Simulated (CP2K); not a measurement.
Crystal: BN.

```xyz
4
Lattice="2.4982 0.0000 0.0000 -1.2491 2.1635 0.0000 0.0000 0.0000 6.6357" Properties=species:S:1:pos:R:3 pbc="T T T"
N     1.2491    0.7212    1.6589
N     0.0000    1.4424    4.9768
B     1.2491    0.7212    4.9768
B     0.0000    1.4424    1.6589
```

Base run:

* Program: CP2K 2026.2
* Functional: BLYP
* Potentials or basis: POTENTIAL_UZH N GTH-PBE-q5, B GTH-PBE-q3; TZVP-MOLOPT-PBE-GTH basis
* Density cutoff: 9184 eV
* k mesh: 12 × 12 × 4
* Occupations: fermi-dirac, width 0.05 eV
* Spin: no spin polarisation

Its results: band gap on the k mesh 4.44 eV, indirect (least direct gap 4.79 eV); pressure 7.8 GPa.

Task: The run is repeated on the same cell with these changes: functional from BLYP to AM05. What comes out?

Result: Band gap on the k mesh 4.20 eV, indirect (least direct gap 4.55 eV); pressure 4.9 GPa.

AM05 binds more tightly than BLYP, so the same cell stands under less pressure.

Caveats: the potentials were made for another functional, which shifts forces and pressure; this functional lacks dispersion, which binds the layers, so the pressure and a relaxed spacing across them are unreliable; the basis of atomic orbitals isn't converged, which shifts pressures, moduli and gaps.

A k mesh can miss the band edges.

Not every run made on this cell is shown here.
